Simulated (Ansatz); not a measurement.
GeO₂:
```yaml
crystal:
  lattice:
    - [4.42785, 0.00000, 0.00000]
    - [0.00000, 4.42785, 0.00000]
    - [0.00000, 0.00000, 2.88428]
  atoms:
    - { symbol: Ge, position: [0.50000, 0.50000, 0.50000] }
    - { symbol: Ge, position: [0.00000, 0.00000, 0.00000] }
    - { symbol: O, position: [0.69369, 0.69369, 0.00000] }
    - { symbol: O, position: [0.30631, 0.30631, 0.00000] }
    - { symbol: O, position: [0.80631, 0.19369, 0.50000] }
    - { symbol: O, position: [0.19369, 0.80631, 0.50000] }
```

Relaxed with PBEsol.

Give the optical modes at the zone centre with their infrared activity from DFPT, PBEsol in the plane-wave PAW code Ansatz.

Transverse frequencies, without the LO–TO term; a row sums one degenerate level.

```tsv
ω (cm⁻¹)	degeneracy	IR ((D/Å)²/amu)	activity	symmetry
149	1	0.00	IR-inactive	B1g
202	1	0.00	IR-inactive	B1u
287	2	40.81	IR	Eu
348	2	1.09	IR	Eu
436	1	0.00	IR-inactive	A2g
490	1	40.99	IR	A2u
507	2	0.00	IR-inactive	Eg
624	2	35.71	IR	Eu
626	1	0.00	IR-inactive	B1u
670	1	0.00	IR-inactive	A1g
817	1	0.00	IR-inactive	B2g
```

How high does the top mode go among those that the LO–TO term moves?

788 cm⁻¹ for q along x, 788 cm⁻¹ for q along y, 756 cm⁻¹ for q along z.

Space group P4_2/mnm (rutile). The cell was relaxed with PBEsol under the symmetry of its start; phonons on a q-mesh show no instability.

Potentials: the later of the program's two PAW sets.
